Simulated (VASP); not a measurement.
# Gd (Im-3m) in VASP: settings compared

Aim: see how the results for Gd move with the level of theory and the settings. Levels: r2SCAN, SCAN, PBE. Tasks: band structure, equation of state.

Program: VASP 6.6.1. These are calculated values, not measurements. Logs are shortened: lines on timing, memory, paths and dates and some standing lists are left out, and cuts for length are marked.

## 1. The crystal as given

Symmetry: Im-3m, No. 229, cubic system. The conventional cell has a = 4.050 Å, b = 4.050 Å, c = 4.050 Å, α = 90.00°, β = 90.00°, γ = 90.00°. Gd (site symmetry m-3m) is surrounded by 8 Gd at 3.51 Å.

This isn't the form of Gd at room conditions, which is hcp.

## 2. Band structure, r2SCAN, collinear spin, ferromagnetic start

INCAR

```
  PREC = Accurate
  ENCUT = 520
  EDIFF = 1E-6
  ISMEAR = -1
  SIGMA = 0.05
  LREAL = False
  LASPH = True
  NELM = 100
  ALGO = Normal
  ISIF = 2
  LWAVE = False
  LCHARG = False
  ISPIN = 2
  MAGMOM = 7
  LORBIT = 11
  LMAXMIX = 6
  METAGGA = R2SCAN
  LMIXTAU = True
  NBANDS = 19
```

KPOINTS

```
regular mesh
0
Gamma
  7 7 7
```

POSCAR

```
Gd
1.0
   -2.0250000000      2.0250000000      2.0250000000
    2.0250000000     -2.0250000000      2.0250000000
    2.0250000000      2.0250000000     -2.0250000000
Gd
1
Direct
    0.0000000000      0.0000000000      0.0000000000
```

KPOINTS_OPT

```
path GHNGPH,PN
15
line-mode
reciprocal
 0.0000000000  0.0000000000  0.0000000000  G
 0.5000000000 -0.5000000000  0.5000000000  H

 0.5000000000 -0.5000000000  0.5000000000  H
 0.0000000000  0.0000000000  0.5000000000  N

 0.0000000000  0.0000000000  0.5000000000  N
 0.0000000000  0.0000000000  0.0000000000  G

 0.0000000000  0.0000000000  0.0000000000  G
 0.2500000000  0.2500000000  0.2500000000  P

 0.2500000000  0.2500000000  0.2500000000  P
 0.5000000000 -0.5000000000  0.5000000000  H

 0.2500000000  0.2500000000  0.2500000000  P
 0.0000000000  0.0000000000  0.5000000000  N
```

Potentials or basis: VASP PAW PBE potentials, release 64 (Gd).

Run with:

```console
cat potpaw_PBE.64/Gd/POTCAR > POTCAR
mpirun -np 1 vasp_std > vasp.out
```

OUTCAR:

```text
PREC = Accurate
   ENCUT = 520
   EDIFF = 1E-6
   ISMEAR = -1
   LREAL = False
   LASPH = True
   NELM = 100
   ISIF = 2
   ISPIN = 2
   LORBIT = 11
   METAGGA = R2SCAN

 ion  position               nearest neighbor table
   1  0.000  0.000  0.000-

  LATTYP: Found a body centered cubic cell.
 ALAT       =     4.0500000000

  Lattice vectors:

 A1 = (  -2.0250000000,   2.0250000000,   2.0250000000)
 A2 = (   2.0250000000,  -2.0250000000,   2.0250000000)
 A3 = (   2.0250000000,   2.0250000000,  -2.0250000000)

Analysis of symmetry for initial positions (statically):
=====================================================================
 Subroutine PRICEL returns:
 Original cell was already a primitive cell.

 Routine SETGRP: Setting up the symmetry group for a
 body centered cubic supercell.

 Subroutine GETGRP returns: Found 48 space group operations
 (whereof 48 operations were pure point group operations)
 out of a pool of 48 trial point group operations.

The static configuration has the point symmetry O_h .

Analysis of symmetry for dynamics (positions and initial velocities):
=====================================================================
 Subroutine PRICEL returns:
 Original cell was already a primitive cell.

 Routine SETGRP: Setting up the symmetry group for a
 body centered cubic supercell.

 Subroutine GETGRP returns: Found 48 space group operations
 (whereof 48 operations were pure point group operations)
 out of a pool of 48 trial point group operations.

The dynamic configuration has the point symmetry O_h .

Analysis of structural, dynamic, and magnetic symmetry:
=====================================================================
 Subroutine PRICEL returns:
 Original cell was already a primitive cell.

 Routine SETGRP: Setting up the symmetry group for a
 body centered cubic supercell.

 Subroutine GETGRP returns: Found 48 space group operations
 (whereof 48 operations were pure point group operations)
 out of a pool of 48 trial point group operations.

The overall configuration has the point symmetry O_h .

 Subroutine INISYM returns: Found 48 space group operations
 (whereof 48 operations are pure point group operations),
 and found     1 'primitive' translations

----------------------------------------------------------------------------------------

                                     Primitive cell

[... 98 lines left out ...]
   ISMEAR =    -1;   SIGMA  =   0.05  broadening in eV -4-tet -1-fermi 0-gaus
   EFERMI_NEDOS =   21; number of points for ismear=-14 and -15
   IALGO  =     38    algorithm
   IMIX   =      4    mixing-type and parameters
     AMIX     =   0.40;   BMIX     =  1.00
     AMIX_MAG =   1.60;   BMIX_MAG =  1.00
  volume/ion in A,a.u.               =      33.22       224.15
  Fermi-wavevector in a.u.,A,eV,Ry     =   1.334711  2.522238 24.238153  1.781454
  Thomas-Fermi vector in A             =   2.463472
   LORBIT       =     11    0 simple, 1 ext, 2 COOP (PROOUT), +10 PAW based schemes
   METAGGA = R2SCAN    functional components
   LHFCALC =     F    Hartree Fock is set to
   AEXX    =    0.0000 exact exchange contribution
   IVDW    =     0    specifies the selected vdW correction
   LEPSILON=     F    determine dielectric tensor
   LRPA    =     F    only Hartree local field effects (RPA)
 spin polarized calculation
  energy-cutoff  :      520.00
  volume of cell :       33.22
 maximum number of plane-waves:       935
 NGX is ok and might be reduce to    28
   NGX = 13   NGY = 13   NGZ = 13

 number of electron      18.0000009 magnetization       7.8803590

 Free energy of the ion-electron system (eV)
  ---------------------------------------------------
  ext. energy  EPLUGINS =         0.00000000
  ---------------------------------------------------
  free energy    TOTEN  =       -40.95261507 eV

  energy without entropy =      -40.94156626  energy(sigma->0) =      -40.94709067

 E-fermi :   2.8834     XC(G=0): -10.6446

 val. band max:        2.8382096845   @ k =   0.2857   0.2857   0.0000
 cond. band min:       3.0150817633   @ k =   0.2857   0.1429  -0.0000
 fundamental gap:      0.1768720787
 Fermi energy:         2.8834188895

 spin component 1

 k-point     1 :       0.0000    0.0000    0.0000
  band No.  band energies     occupation
      1     -44.2814      1.00000
      2     -20.6018      1.00000
      3     -20.6018      1.00000
      4     -20.6017      1.00000
      5      -2.8360      1.00000
      6      -2.8360      1.00000
[... 416 lines left out ...]
      5      -2.8454      1.00000
      6      -2.7810      1.00000
[... 11 lines left out ...]
     18      10.7674      0.00000
     19      10.7674      0.00000
 Fermi energy:         2.8834188895

 spin component 2

 k-point     1 :       0.0000    0.0000    0.0000
  band No.  band energies     occupation
      1     -40.3586      1.00000
      2     -17.7472      1.00000
      3     -17.7472      1.00000
      4     -17.7472      1.00000
      5      -1.1600      1.00000
      6       4.2580      0.00000
[... 417 lines left out ...]
      6       2.0494      1.00000
[... 11 lines left out ...]
     18      12.6795      0.00000
     19      12.6796      0.00000

------------------------ aborting loop because EDIFF is reached ----------------------------------------

  FORCE on cell =-STRESS in cart. coord.  units (eV):
  Direction    XX          YY          ZZ          XY          YZ          ZX
  --------------------------------------------------------------------------------------
  -------------------------------------------------------------------------------------
  Total        0.1371384      0.1371384      0.1371384      0.0000000      0.0000000      0.0000000
  in kB        6.6150726      6.6150726      6.6150726      0.0000000      0.0000000      0.0000000
  external PRESSURE =       6.6150726 kB  Pullay stress =       0.0000000 kB

 VOLUME and BASIS-vectors are now :
 -----------------------------------------------------------------------------
  energy-cutoff  :      520.00
  volume of cell :       33.22
      direct lattice vectors                 reciprocal lattice vectors
    -2.025000000  2.025000000  2.025000000     0.000000000  0.246913580  0.246913580
     2.025000000 -2.025000000  2.025000000     0.246913580  0.000000000  0.246913580
     2.025000000  2.025000000 -2.025000000     0.246913580  0.246913580  0.000000000

 POSITION                                       TOTAL-FORCE (eV/Angst)
 -----------------------------------------------------------------------------------
      0.00000      0.00000      0.00000         0.000000      0.000000     -0.000000
 -----------------------------------------------------------------------------------
    total drift:                                0.000000      0.000000      0.000000

  FREE ENERGIE OF THE ION-ELECTRON SYSTEM (eV)
  ---------------------------------------------------
  free  energy   TOTEN  =       -40.9526150748 eV

  energy  without entropy=      -40.9415662578  energy(sigma->0) =      -40.94709067

 total charge

# of ion       s       p       d       f       tot
--------------------------------------------------
    1        2.074   5.601   0.589   6.928  15.193

 magnetization (x)

# of ion       s       p       d       f       tot
--------------------------------------------------
    1       -0.001  -0.096   0.270   6.897   7.071
```

stdout:

```text
POSCAR found type information on POSCAR Gd
 POSCAR found :  1 types and       1 ions
 scaLAPACK will be used
 -----------------------------------------------------------------------------
|                                                                             |
|                                                                             |
|     You enforced a specific xc type in the INCAR file but a different       |
|     I HOPE YOU KNOW WHAT YOU ARE DOING!                                     |
|                                                                             |
 -----------------------------------------------------------------------------

 LDA part: xc-table for (None), standard interpolation
 POSCAR, INCAR and KPOINTS ok, starting setup
 FFT: planning ... GRIDC
 FFT: planning ... GRID_SOFT
 FFT: planning ... GRID
 WAVECAR not read
 entering main loop
 Start KPOINTS_OPT (optional k-point list driver)
k-point batch [1-20\90]
k-point batch [21-40\90]
k-point batch [41-60\90]
k-point batch [61-80\90]
k-point batch [81-90\90]
```

Run time: 16 min. Hardware: 1 thread of AMD EPYC 7R43 (Zen 3), shared host; peak memory 0.2 GiB.

What came out:

```yaml
Free_energy: -40.9526 eV
Pressure: 0.7 GPa
Band_gap_along_the_path: none (metal or under the smearing width)
Net_moment: 7.88 μB per cell
Site_moments: Gd +7.07 μB
Valence_electrons_inside_the_program's_atomic_spheres: Gd 15.19
```

Levels at the corners of the path, in eV from the Fermi level:
Spin up:
```
point  band 9  band 10  band 11  band 12  band 13  band 14  band 15  band 16  band 17  band 18
    Γ   -5.59    -5.59    -5.57    -5.49     1.42     1.42     1.42     3.68     3.68    10.76
    H   -5.59    -5.59    -5.59    -2.11    -2.11     5.59     5.59     5.59     6.04     6.04
    H   -5.59    -5.59    -5.59    -2.11    -2.11     5.59     5.59     5.59     6.04     6.04
    N   -5.61    -5.60    -5.58    -2.61    -0.29     0.83     3.59     4.35     6.26     8.57
    N   -5.61    -5.60    -5.58    -2.61    -0.29     0.83     3.59     4.35     6.26     8.57
    Γ   -5.59    -5.59    -5.57    -5.49     1.42     1.42     1.42     3.68     3.68    10.76
    Γ   -5.59    -5.59    -5.57    -5.49     1.42     1.42     1.42     3.68     3.68    10.76
    P   -5.63    -5.63    -5.63    -0.50    -0.50    -0.50     4.49     4.49     5.37     9.32
    P   -5.63    -5.63    -5.63    -0.50    -0.50    -0.50     4.49     4.49     5.37     9.32
    H   -5.59    -5.59    -5.59    -2.11    -2.11     5.59     5.59     5.59     6.04     6.04
    P   -5.63    -5.63    -5.63    -0.50    -0.50    -0.50     4.49     4.49     5.37     9.32
    N   -5.61    -5.60    -5.58    -2.61    -0.29     0.83     3.59     4.35     6.26     8.57
```
Spin down:
| point | band 3 | band 4 | band 5 | band 6 | band 7 | band 8 |
| --- | --- | --- | --- | --- | --- | --- |
| Γ | -20.63 | -20.63 | -4.04 | 1.38 | 1.38 | 1.38 |
| H | -21.20 | -21.20 | -1.05 | -1.05 | 1.44 | 1.50 |
| H | -21.20 | -21.20 | -1.05 | -1.05 | 1.44 | 1.50 |
| N | -20.89 | -20.64 | -1.28 | 1.20 | 1.33 | 1.37 |
| N | -20.89 | -20.64 | -1.28 | 1.20 | 1.33 | 1.37 |
| Γ | -20.63 | -20.63 | -4.04 | 1.38 | 1.38 | 1.38 |
| Γ | -20.63 | -20.63 | -4.04 | 1.38 | 1.38 | 1.38 |
| P | -21.06 | -21.06 | 0.93 | 0.93 | 0.93 | 1.50 |
| P | -21.06 | -21.06 | 0.93 | 0.93 | 0.93 | 1.50 |
| H | -21.20 | -21.20 | -1.05 | -1.05 | 1.44 | 1.50 |
| P | -21.06 | -21.06 | 0.93 | 0.93 | 0.93 | 1.50 |
| N | -20.89 | -20.64 | -1.28 | 1.20 | 1.33 | 1.37 |

Caveat: the PAW data sets were made with another functional, which shifts forces and pressure a little; spin-orbit coupling is left out, which moves the levels of the heavy elements. The state reached can hang on the start; a lower one may exist.

(Continued in part 2 of 10.)
